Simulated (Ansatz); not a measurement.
# CsSnI$_{3}$: do energies and stresses tell the same story?

Theory: DFT r2SCAN, scalar-relativistic, plane waves, PAW in Ansatz.

Cutoff 500 eV; k points 6×6×6 on the computed 5-atom cell (Γ-centred); Gaussian smearing, width 0.02 eV; no spin polarisation.

Relaxed cell: Pm-3m, a = 6.224 Å, b = 6.224 Å, c = 6.224 Å, α = 90.00°, β = 90.00°, γ = 90.00°, 5 atoms in the primitive cell.

Energies at zero smearing and pressures from the stress tensor, at volumes with shape and atoms relaxed:
```csv
V (Å³/atom),E − E(first) (meV/atom),P (GPa)
45.336,0.00,1.254
46.783,-8.17,0.575
48.230,-10.70,0.002
49.676,-8.47,-0.481
51.123,-2.24,-0.888
```

Q: Check P = −dE/dV between neighbouring volumes, and get the bulk modulus from the pressures alone.

A: With 1 eV/Å³ = 160.2 GPa:
| middle V (Å³/atom) | −ΔE/ΔV (GPa) | mean P (GPa) |
| --- | --- | --- |
| 46.059 | 0.905 | 0.914 |
| 47.506 | 0.280 | 0.288 |
| 48.953 | -0.246 | -0.239 |
| 50.400 | -0.690 | -0.685 |

The two differ by 0.010 GPa at most. The mean of two end pressures misses the average over a step by about ΔV² P″/12, up to 0.010 GPa here; with that taken off 0.000 GPa remains. Around V = 48.230 Å³/atom, the two neighbours give B = −V ΔP/ΔV = 48.230 × 1.056 / 2.894 = 17.6 GPa, against B0 = 17.5 GPa from the Birch–Murnaghan fit of the energies.

Symmetry holds off the tilts and polar distortions that many cubic perovskites undergo.